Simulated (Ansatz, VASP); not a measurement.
# TePt: VASP beside Ansatz

POSCAR

```
TePt
1.0
    4.1109992400      0.0000000000      0.0000000000
   -2.0554996200      3.5602297800      0.0000000000
    0.0000000000      0.0000000000      5.4459992500
Te Pt
2 2
Direct
    0.3333333333      0.6666666667      0.2500000000
    0.6666666667      0.3333333333      0.7500000000
    0.0000000000      0.0000000000      0.0000000000
    0.0000000000      0.0000000000      0.5000000000
```

Contents of INCAR.step1:

```
PREC = Accurate ; ENCUT = 520
ISMEAR = 0 ; SIGMA = 0.05
LREAL = F ; LASPH = T
NELM = 150 ; ISPIN = 2
MAGMOM = 0 0 0 0 ; LMAXMIX = 4
LDAU = T ; LDAUTYPE = 2
LDAUL = -1 2 ; LDAUU = 0 2
LDAUJ = 0 0 ; NBANDS = 28
GGA = PE ; ALGO = Normal
EDIFF = 1E-4 ; LWAVE = T
LCHARG = F
```

INCAR.step2

```
PREC = Accurate ; ENCUT = 520
EDIFF = 1E-6 ; ISMEAR = 0
SIGMA = 0.05 ; LREAL = F
LASPH = T ; NELM = 150
ALGO = Normal ; ISIF = 2
LWAVE = F ; LCHARG = F
ISPIN = 2 ; MAGMOM = 0 0 0 0
LORBIT = 11 ; LMAXMIX = 4
LDAU = T ; LDAUTYPE = 2
LDAUL = -1 2 ; LDAUU = 0 2
LDAUJ = 0 0 ; LDAUPRINT = 1
METAGGA = R2SCAN ; LMIXTAU = T
NBANDS = 28 ; ISTART = 1
```

Contents of KPOINTS:

```
regular mesh
0
Gamma
  5 5 4
```

Input for Ansatz:

```yaml
crystal:
  lattice:
    - [4.11099924, 0.0, 0.0]
    - [-2.05549962, 3.56022978, 0.0]
    - [0.0, 0.0, 5.44599925]
  atoms:
    - { symbol: Te, position: [0.3333333333, 0.6666666667, 0.25] }
    - { symbol: Te, position: [0.6666666667, 0.3333333333, 0.75] }
    - { symbol: Pt, position: [0.0, 0.0, 0.0], spin: 2.0 }
    - { symbol: Pt, position: [0.0, 0.0, 0.5], spin: -2.0 }
basis:
  ecutwfc: 500
  ecutrho_ratio: 4
kpoints:
  mp_grid: { grid: [5, 5, 4] }
hamiltonian:
  xc: r2scan
  hubbard:
    sites:
      - { site: 2, l: d, u_eff: 2.0, starting_ns: [{ spin: up, occupation_matrix: s2up }, { spin: down, occupation_matrix: s2down }] }
      - { site: 3, l: d, u_eff: 2.0, starting_ns: [{ spin: up, occupation_matrix: s3up }, { spin: down, occupation_matrix: s3down }] }
    occupation_matrices:
      s2up:
        matrix:
          - [0.97, 0.0, 0.0, 0.0, 0.0]
          - [0.0, 0.97, 0.0, 0.0, 0.0]
          - [0.0, 0.0, 0.97, 0.0, 0.0]
          - [0.0, 0.0, 0.0, 0.97, 0.0]
          - [0.0, 0.0, 0.0, 0.0, 0.97]
      s2down:
        matrix:
          - [0.97, 0.0, 0.0, 0.0, 0.0]
          - [0.0, 0.97, 0.0, 0.0, 0.0]
          - [0.0, 0.0, 0.97, 0.0, 0.0]
          - [0.0, 0.0, 0.0, 0.02, 0.0]
          - [0.0, 0.0, 0.0, 0.0, 0.02]
      s3up:
        matrix:
          - [0.97, 0.0, 0.0, 0.0, 0.0]
          - [0.0, 0.02, 0.0, 0.0, 0.0]
          - [0.0, 0.0, 0.97, 0.0, 0.0]
          - [0.0, 0.0, 0.0, 0.97, 0.0]
          - [0.0, 0.0, 0.0, 0.0, 0.02]
      s3down:
        matrix:
          - [0.97, 0.0, 0.0, 0.0, 0.0]
          - [0.0, 0.97, 0.0, 0.0, 0.0]
          - [0.0, 0.0, 0.97, 0.0, 0.0]
          - [0.0, 0.0, 0.0, 0.97, 0.0]
          - [0.0, 0.0, 0.0, 0.0, 0.97]
    ns_hold: until_converged
scf:
  occupations: { method: gaussian, width: 0.05 }
  lower_state_search: "off"
  max_iter: 150
output:
  forces: true
  stress: true
  eigenvalues: true
  populations: true
  hubbard: { sites: [{ site: 2, l: d }, { site: 3, l: d }] }
magnetization:
  spin_polarized: true
```

Alike in both runs: task single point; functional r2SCAN; k mesh 5 × 5 × 4; occupations gaussian, width 0.05 eV; collinear spin; Hubbard terms Pt d U = 2.0 eV.

|  | VASP | Ansatz |
| --- | --- | --- |
| version | VASP 6.6.1 | Ansatz 0.2.0 |
| potentials or method | VASP PAW PBE potentials, release 64 (Te, Pt) | scalar-relativistic, plane waves, PAW |
| plane-wave cutoff (eV) | 520 | 500 |
| valence electrons in the cell | 32 | 68 |

VASP gave:

* gap on the k mesh at the Fermi level (eV): none
* pressure (GPa): 12.5
* largest component of the traceless stress (GPa): 1.56
* net moment per atom (μB): 0.00

What did Ansatz give for the same quantities?

gap on the k mesh at the Fermi level (eV): none; pressure (GPa): 14.7; largest component of the traceless stress (GPa): 1.75; net moment per atom (μB): 0.00.

The programs project onto different local orbitals, so the same U acts differently. A gap of «none» marks a metal or a gap that the smearing closes. The two sets of potentials don't hold the same shells in valence. Ansatz warned: «filled_band_counts_differ_across_k_points».

Caveats: the PAW data sets were made with another functional, which shifts forces and pressure a little (VASP); the U is typed as a test and isn't derived for this compound. The runs have no spin-orbit coupling, so splittings on Pt, Te are missing. The state reached can hang on the start; a lower one may exist.
